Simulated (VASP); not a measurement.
**P: relaxation of cell and atoms with PBEsol+D3(BJ)**

Crystal: P.

```
CELL_PARAMETERS angstrom
1.72573 0.99635 3.12968
-1.72573 0.99635 3.12968
0.00000 -1.99270 3.12968
ATOMIC_POSITIONS crystal
P 0.22708 0.22708 0.22708
P 0.77292 0.77292 0.77292
```

This isn't the form of P at room conditions, which is orthorhombic.

* Program: VASP 6.6.1
* Task: relaxation of cell and atoms
* Functional: PBEsol
* Dispersion: D3(BJ)
* Potentials or basis: VASP PAW PBE potentials, release 64 (P)
* Cutoff: 520 eV
* k mesh: 12 × 12 × 12
* Occupations: gaussian, width 0.02 eV
* Spin: no spin polarisation
* Target pressure: 6 GPa
* Further INCAR settings: ALGO = Normal; EDIFF = 1e-07; IBRION = 2; EDIFFG = -0.002; NSW = 80; ISIF = 3
* Target pressure: 6 GPa

| Property | Result |
| --- | --- |
| Relaxed volume | 13.22 Å³/atom |
| Relaxed cell | a = 3.340 Å, b = 3.340 Å, c = 3.340 Å, α = 60.12°, β = 60.12°, γ = 60.12° |
| Space group after relaxing (to 0.05 Å) | R-3m (No. 166) |
| Energy change on relaxing (the enthalpy is what falls) | -18.0 meV/atom |
| Ionic steps | 17 |
| Pressure after relaxing | 6.0 GPa |
| Band gap on the k mesh | none (metal or under the smearing width) |
| Dispersion energy per atom | -0.429 eV |

Step by step:
| step | energy change (eV) | largest force (eV/Å) | pressure (GPa) | volume (Å³) |
| --- | --- | --- | --- | --- |
| 1 | 0.0000 | 0.1484 | -2.32 | 32.29 |
| 2 | 0.0456 | 0.9890 | 6.67 | 28.53 |
| 3 | 0.0467 | 0.9999 | 6.84 | 28.50 |
| 4 | 0.0394 | 0.6043 | 11.06 | 26.72 |
| 5 | 0.0584 | 0.5459 | 13.27 | 25.99 |
| 6 | -0.0550 | 0.0635 | 1.46 | 27.36 |
| 7 | -0.0490 | 0.0115 | 3.20 | 27.12 |
| 8 | -0.0431 | 0.0145 | 4.50 | 26.67 |
| 9 | -0.0437 | 0.0106 | 4.45 | 26.68 |
| 10 | -0.0274 | 0.0446 | 7.39 | 26.23 |
| 11 | -0.0357 | 0.0196 | 6.10 | 26.43 |
| 12 | -0.0359 | 0.0189 | 6.05 | 26.43 |
| 13 | -0.0363 | 0.0139 | 5.98 | 26.44 |
| 14 | -0.0367 | 0.0094 | 5.92 | 26.45 |
| 15 | -0.0358 | 0.0066 | 6.05 | 26.43 |
| 16 | -0.0358 | 0.0066 | 6.05 | 26.43 |
| 17 | -0.0360 | 0.0009 | 6.00 | 26.43 |

Final structure:
```cif
data_structure
_symmetry_space_group_name_H-M 'P 1'
_symmetry_Int_Tables_number 1
_cell_length_a 3.3405
_cell_length_b 3.3405
_cell_length_c 3.3405
_cell_angle_alpha 60.123
_cell_angle_beta 60.123
_cell_angle_gamma 60.123
_cell_volume 26.43
loop_
_atom_site_label
_atom_site_type_symbol
_atom_site_fract_x
_atom_site_fract_y
_atom_site_fract_z
_atom_site_occupancy
P1 P 0.24366 0.24366 0.24366 1
P2 P 0.75634 0.75634 0.75634 1
```

Levels at points of the mesh, in eV from the Fermi level:
```
           k point  band 2  band 3  band 4  band 5  band 6  band 7  band 8  band 9
(0.00, 0.00, 0.00)   -2.45   -2.45   -2.30   -0.56    3.83    4.04    4.04    5.58
(0.50, 0.00, 0.00)  -12.98   -2.23   -1.93   -1.25   -1.05    1.56    1.77   12.18
(0.50, 0.50, 0.00)   -9.78   -7.37   -5.93   -5.82    0.09    8.73    8.79    9.43
(0.50, 0.50, 0.50)  -12.64   -2.04   -2.04   -1.31   -1.31    1.32    1.96   12.01
```

It took 2.2 min on 1 thread of Intel(R) Xeon(R) 6975P-C (Granite Rapids), with other jobs on the host, peak memory 0.2 GiB.

Caveat: the cell is relaxed towards a set pressure, so the enthalpy falls and the energy may rise; the volume moved by over 15 % at a fixed basis, so the end points are rough; the PAW data sets were made with another functional, which shifts forces and pressure a little; pairwise dispersion overbinds metals, which lowers pressure and volume.
